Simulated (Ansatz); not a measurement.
Level of theory: DFT PBE, scalar-relativistic, plane waves, PAW in Ansatz. Settings: cutoff 420 eV, Γ-centred meshes spaced at most about 0.3 Å⁻¹, and about 0.25 Å⁻¹ or finer for metals (2π included), Gaussian smearing. No spin polarisation.

These are static total energies at zero pressure.

Task: Order these relaxed structures of Cd₄Se₃ by energy, lowest first, with the energy over the lowest of them.
A.

```cif
data_structure
_symmetry_space_group_name_H-M 'Cmmm'
_symmetry_Int_Tables_number 65
_cell_length_a 7.3791
_cell_length_b 12.7002
_cell_length_c 3.9954
_cell_angle_alpha 90.000
_cell_angle_beta 90.000
_cell_angle_gamma 90.000
_cell_volume 374.44
loop_
_atom_site_label
_atom_site_type_symbol
_atom_site_symmetry_multiplicity
_atom_site_Wyckoff_symbol
_atom_site_fract_x
_atom_site_fract_y
_atom_site_fract_z
_atom_site_occupancy
Cd1 Cd 4 j 0.50000 0.71443 0.50000 1
Cd2 Cd 4 g 0.69534 0.00000 0.00000 1
Se1 Se 4 e 0.25000 0.25000 0.00000 1
Se2 Se 2 d 0.00000 0.00000 0.50000 1
```

B.

```cif
data_structure
_symmetry_space_group_name_H-M 'R3m:H'
_symmetry_Int_Tables_number 160
_cell_length_a 8.1242
_cell_length_b 8.1242
_cell_length_c 10.8493
_cell_angle_alpha 90.000
_cell_angle_beta 90.000
_cell_angle_gamma 120.000
_cell_volume 620.15
loop_
_atom_site_label
_atom_site_type_symbol
_atom_site_symmetry_multiplicity
_atom_site_Wyckoff_symbol
_atom_site_fract_x
_atom_site_fract_y
_atom_site_fract_z
_atom_site_occupancy
Cd1 Cd 9 b 0.45775 0.91550 0.26310 1
Cd2 Cd 3 a 0.33333 0.66667 0.84024 1
Se1 Se 9 b 0.48537 0.97074 0.51356 1
```

C.

```cif
data_structure
_symmetry_space_group_name_H-M 'Pm-3m'
_symmetry_Int_Tables_number 221
_cell_length_a 5.7157
_cell_length_b 5.7157
_cell_length_c 5.7157
_cell_angle_alpha 90.000
_cell_angle_beta 90.000
_cell_angle_gamma 90.000
_cell_volume 186.73
loop_
_atom_site_label
_atom_site_type_symbol
_atom_site_symmetry_multiplicity
_atom_site_Wyckoff_symbol
_atom_site_fract_x
_atom_site_fract_y
_atom_site_fract_z
_atom_site_occupancy
Cd1 Cd 1 b 0.50000 0.50000 0.50000 1
Cd2 Cd 3 d 0.50000 0.00000 0.00000 1
Se1 Se 3 c 0.50000 0.50000 0.00000 1
```

D.

```cif
data_structure
_symmetry_space_group_name_H-M 'P-43m'
_symmetry_Int_Tables_number 215
_cell_length_a 5.7927
_cell_length_b 5.7927
_cell_length_c 5.7927
_cell_angle_alpha 90.000
_cell_angle_beta 90.000
_cell_angle_gamma 90.000
_cell_volume 194.38
loop_
_atom_site_label
_atom_site_type_symbol
_atom_site_symmetry_multiplicity
_atom_site_Wyckoff_symbol
_atom_site_fract_x
_atom_site_fract_y
_atom_site_fract_z
_atom_site_occupancy
Cd1 Cd 4 e 0.70755 0.70755 0.70755 1
Se1 Se 3 d 0.00000 0.00000 0.50000 1
```

Result: B (0 meV/atom), D (60 meV/atom), A (90 meV/atom), C (129 meV/atom). Forms: B R3m; D P-43m; A Cmmm; C Pm-3m. Counting Se atoms around Cd (those within 1.25 times the shortest such distance or 1.15 times the sum of covalent radii; a slash parts the counts of unlike sites): B has Cd 3; D has Cd 3; A has Cd 4/5; C has Cd 4/6. Origin: A, C and D, invented; B, invented, then shaken at random and relaxed again. The lowest form computed isn't among them: it has space group P3m1 (No. 156), 29.9 Å³/atom and lies 19 meV/atom below the best shown.

Cells relaxed within their symmetry can be saddle points. Some structure types and database cells were kept out of the candidates from the start, so a known form may be missing.
